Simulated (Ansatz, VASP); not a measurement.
Two plane-wave programs on Fe

```
Fe
1.0
     0.00000    1.94174    1.96511
     1.49844    0.00000    1.96511
     1.49844    1.94174    0.00000
Fe
1
Cartesian
  0.0000 0.0000 0.0000
```

Alike in both runs: task relaxation of cell and atoms; functional PBEsol; k mesh 10 × 10 × 10; occupations gaussian, width 0.1 eV; collinear spin.

|  | VASP | Ansatz |
| --- | --- | --- |
| version | VASP 6.6.1 | Ansatz 0.2.0 |
| potentials or method | VASP PAW PBE potentials, release 64 (Fe) | scalar-relativistic, plane waves, PAW |
| plane-wave cutoff (eV) | 600 | 420 |
| valence electrons in the cell | 8 | 16 |

```tsv
	VASP	Ansatz	Ansatz less VASP
gap on the k mesh at the Fermi level, each at its own relaxed structure (eV)	none	none	-
net moment per atom (μB)	2.13	2.12	-0.003
size of the moment on the site where the two differ most (μB)	2.11	2.16	+0.046
relaxed volume (Å³/atom)	10.84	10.85	+0.011
relaxed cell length with the largest relative difference (Å)	2.414	2.415	+0.0016
energy change over the relaxation (meV/atom)	-43	-43	0.0
```

Site moments also hang on the region over which each program counts them. A gap of «none» marks a metal or a gap that the smearing closes. The two sets of potentials don't hold the same shells in valence.

Caveats: the PAW data sets were made with another functional, which shifts forces and pressure a little (VASP).
